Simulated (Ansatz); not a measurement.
## TiNi under changes of volume

One of the cells (13.403 Å³/atom); the others are scaled copies at fixed shape and fractional positions:

```
CELL_PARAMETERS angstrom
2.73580 0.00000 0.00000
0.00000 2.73580 0.00000
0.00000 0.00000 3.58141
ATOMIC_POSITIONS crystal
Ni 0.00000 0.00000 0.00000
Ti 0.50000 0.50000 0.50000
```

The cell comes from a database or a generator and needn't be the stable form of this composition.

- Program: Ansatz 0.2.0
- Functional: PBEsol
- Potentials or basis: all-electron LAPW, scalar-relativistic
- Cutoff: 269 eV (chosen from the basis error)
- Basis error allowed: 0.001 eV/atom
- k mesh: 10 × 10 × 8
- Occupations: fermi-dirac, width 0.05 eV
- Spin: collinear spin, ferromagnetic start
- Starting moments: [1.0, 1.0] μB

```tsv
volume (Å³/atom)	energy over the lowest point (meV/atom)	pressure (GPa)
12.599	3.49	4.1
12.867	0.00	0.3
13.135	2.59	-3.2
13.403	10.64	-6.3
13.671	?	?
13.939	40.93	-11.5
14.207	62.22	-13.7
```

What does the run at 13.671 Å³/atom give?

Energy over the lowest point 23.59 meV/atom; pressure -9.0 GPa.

Worked out: A Birch-Murnaghan fit of order 3 (a polynomial in V^(-2/3)) to the other rows has its minimum at 12.88 Å³/atom with B0 = V·E''(V) = 174 GPa and B' = 4.2 at fixed shape and positions, which overstates the stiffness. It gives 23.59 meV/atom at 13.671 Å³/atom, against the run's 23.59, and -dE/dV = -9.1 GPa, against -9.0.

Energies are extrapolated to zero smearing.

Caveats: the starting moments weren't kept.
